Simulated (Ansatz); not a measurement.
Level of theory: Ansatz 0.2.0, DFT PBE, scalar-relativistic, plane waves, PAW.

Structure of Ti:

```xyz
1
Lattice="-1.6278 1.6278 1.6278 1.6278 -1.6278 1.6278 1.6278 1.6278 -1.6278" Properties=species:S:1:pos:R:3 pbc="T T T"
Ti    0.0000    0.0000    0.0000
```

Settings: cutoff 420 eV, Γ-centred mesh 18×18×18 on the computed 1-atom cell, Gaussian smearing of 0.10 eV; no spin polarisation.

Levels along Γ–H–N–Γ–P–H | P–N, in eV from the Fermi level, sorted by energy at each point. Points in fractions of the primitive reciprocal vectors: Γ (0.000 0.000 0.000), H (0.500 -0.500 0.500), N (0.000 0.000 0.500), P (0.250 0.250 0.250).
| point | k (1/Å, with 2π) | band 5 | band 6 | band 7 | band 8 | band 9 |
| --- | --- | --- | --- | --- | --- | --- |
| Γ | 0.000 | -5.94 | 1.00 | 1.00 | 1.00 | 2.77 |
| - | 0.276 | -5.59 | 0.97 | 0.97 | 1.13 | 2.47 |
| - | 0.551 | -4.63 | 0.95 | 0.95 | 1.50 | 1.66 |
| - | 0.827 | -3.29 | 0.59 | 1.11 | 1.11 | 2.06 |
| - | 1.103 | -2.10 | -0.49 | 1.58 | 1.58 | 2.71 |
| - | 1.379 | -1.74 | -1.37 | 2.38 | 2.38 | 3.34 |
| - | 1.654 | -1.97 | -1.94 | 3.38 | 3.38 | 3.79 |
| H | 1.930 | -2.13 | -2.13 | 3.96 | 3.96 | 3.96 |
| - | 2.125 | -2.04 | -2.04 | 3.55 | 3.62 | 3.98 |
| - | 2.320 | -1.80 | -1.77 | 2.65 | 2.84 | 4.03 |
| - | 2.515 | -1.58 | -1.32 | 1.68 | 2.09 | 4.10 |
| - | 2.710 | -1.64 | -0.73 | 0.82 | 1.84 | 4.17 |
| - | 2.905 | -1.99 | -0.01 | 0.16 | 2.14 | 4.25 |
| - | 3.100 | -2.33 | -0.26 | 0.73 | 2.57 | 3.62 |
| N | 3.295 | -2.46 | -0.40 | 1.15 | 2.76 | 3.12 |
| - | 3.490 | -2.54 | -0.34 | 0.84 | 2.76 | 3.09 |
| - | 3.685 | -2.89 | -0.17 | 0.40 | 2.67 | 3.01 |
| - | 3.880 | -3.62 | 0.09 | 0.35 | 2.54 | 2.79 |
| - | 4.075 | -4.50 | 0.40 | 0.60 | 2.08 | 2.45 |
| - | 4.270 | -5.26 | 0.70 | 0.86 | 1.50 | 2.51 |
| - | 4.465 | -5.77 | 0.92 | 0.97 | 1.12 | 2.68 |
| Γ | 4.660 | -5.94 | 1.00 | 1.00 | 1.00 | 2.77 |
| - | 4.898 | -5.68 | 0.90 | 0.90 | 1.22 | 2.71 |
| - | 5.137 | -4.94 | 0.59 | 0.59 | 1.87 | 2.66 |
| - | 5.376 | -3.84 | 0.12 | 0.12 | 2.73 | 2.73 |
| - | 5.615 | -2.56 | -0.31 | -0.31 | 2.88 | 2.88 |
| - | 5.853 | -1.38 | -0.59 | -0.59 | 3.03 | 3.03 |
| - | 6.092 | -0.68 | -0.68 | -0.66 | 3.14 | 3.14 |
| P | 6.331 | -0.61 | -0.61 | -0.61 | 3.18 | 3.18 |
| - | 6.570 | -0.90 | -0.51 | -0.51 | 3.14 | 3.14 |
| - | 6.809 | -1.02 | -0.49 | -0.49 | 3.04 | 3.04 |
| - | 7.047 | -0.69 | -0.69 | -0.64 | 2.99 | 2.99 |
| - | 7.286 | -1.12 | -1.12 | 0.30 | 3.14 | 3.14 |
| - | 7.525 | -1.62 | -1.62 | 1.70 | 3.47 | 3.47 |
| - | 7.764 | -1.99 | -1.99 | 3.20 | 3.81 | 3.81 |
| H | 8.002 | -2.13 | -2.13 | 3.96 | 3.96 | 3.96 |
| P | 8.002 | -0.61 | -0.61 | -0.61 | 3.18 | 3.18 |
| - | 8.140 | -0.73 | -0.68 | -0.47 | 3.15 | 3.17 |
| - | 8.278 | -1.03 | -0.69 | -0.25 | 3.09 | 3.17 |
| - | 8.416 | -1.43 | -0.64 | 0.04 | 3.01 | 3.15 |
| - | 8.554 | -1.83 | -0.57 | 0.38 | 2.91 | 3.14 |
| - | 8.692 | -2.17 | -0.49 | 0.73 | 2.83 | 3.13 |
| - | 8.829 | -2.39 | -0.42 | 1.03 | 2.78 | 3.12 |
| N | 8.967 | -2.46 | -0.40 | 1.15 | 2.76 | 3.12 |

This bcc form isn't the element's structure at ambient conditions.